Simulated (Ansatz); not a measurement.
# GaSb: a sweep of LAPW's basis error target

The task here is to estimate one member of a computed series from the others.

The COD entry's cell or inner coordinates are ideal or old and differ from later refinements, so a difference from it is no clean test against experiment.

Computed with Ansatz 0.2.0 (DFT, PBE, all-electron LAPW, scalar-relativistic, unless a step's input says otherwise).

2 further runs of the same task are left out: 2 that didn't finish. Runs told in other sessions of the task aren't counted.

## The starting structure

Symmetry: F-43m, No. 216, cubic system. The conventional cell has a = 6.118 Å, b = 6.118 Å, c = 6.118 Å, α = 90.00°, β = 90.00°, γ = 90.00°. Ga (site symmetry -43m) is surrounded by 4 Sb at 2.65 Å. Sb (site symmetry -43m) has 4 Ga at 2.65 Å in its first shell of neighbours.

As a file:

```cif
data_structure
_symmetry_space_group_name_H-M 'P 1'
_symmetry_Int_Tables_number 1
_cell_length_a 4.3261
_cell_length_b 4.3261
_cell_length_c 4.3261
_cell_angle_alpha 60.000
_cell_angle_beta 60.000
_cell_angle_gamma 60.000
_cell_volume 57.25
loop_
_atom_site_label
_atom_site_type_symbol
_atom_site_fract_x
_atom_site_fract_y
_atom_site_fract_z
_atom_site_occupancy
Ga1 Ga 0.00000 0.00000 0.00000 1
Sb1 Sb 0.75000 0.75000 0.75000 1
```

The cell comes from a crystallographic database entry that wasn't checked; take it as a given geometry, which may be far from equilibrium.

Atoms are numbered in the order of the input: Ga1, Sb2.

The first run:

input.yaml

```yaml
crystal:
  lattice:
    - [0.0, 3.059, 3.059]
    - [3.059, 0.0, 3.059]
    - [3.059, 3.059, 0.0]
  atoms:
    - { symbol: Ga, position: [0.0, 0.0, 0.0] }
    - { symbol: Sb, position: [0.75, 0.75, 0.75] }
kpoints:
  mp_grid: { grid: [12, 12, 12] }
scf:
  occupations: { method: fermi_dirac, width: 0.08 }
hamiltonian:
  xc: pbe
  pseudopotentials: { kind: all_electron, lapw: { basis_error: 0.03 } }
output:
  forces: true
  stress: true
  eigenvalues: true
```

Run with:

```bash
> ansatz run input.yaml --threads 1 --pin off --max-ram 2048MiB --backend cpu --events-out ev --progress --plain --runs-dir out
```

Among the steps run: With basis error target 0.03 eV/atom; With basis error target 0.01 eV/atom; With basis error target 0.003 eV/atom; With basis error target 0.0001 eV/atom.

One of the session's tables, all rows but one given; the rest of the session is left out.

It belongs to the step «The sweep in one table». 

```
basis error target (eV/atom)  pressure (GPa)
                        0.03            2.43
                        0.01            2.37
                       0.003               ?
                      0.0001            2.34
```

Q: Estimate the row for basis error target (eV/atom) = 0.003 from the others.

Worked estimate for «pressure (GPa)». A straight line through the neighbours (0.01, 2.37) and (0.0001, 2.34) gives 2.37 + (2.34 − 2.37) × (0.003 − 0.01) / (0.0001 − 0.01) = 2.35; a parabola fitted to 3 rows on both sides gives 2.35.

**Answer.** pressure (GPa): 2.35. In «pressure (GPa)» the line misses by 0.00 and the parabola by 0.00.

Energies are those extrapolated to zero smearing.
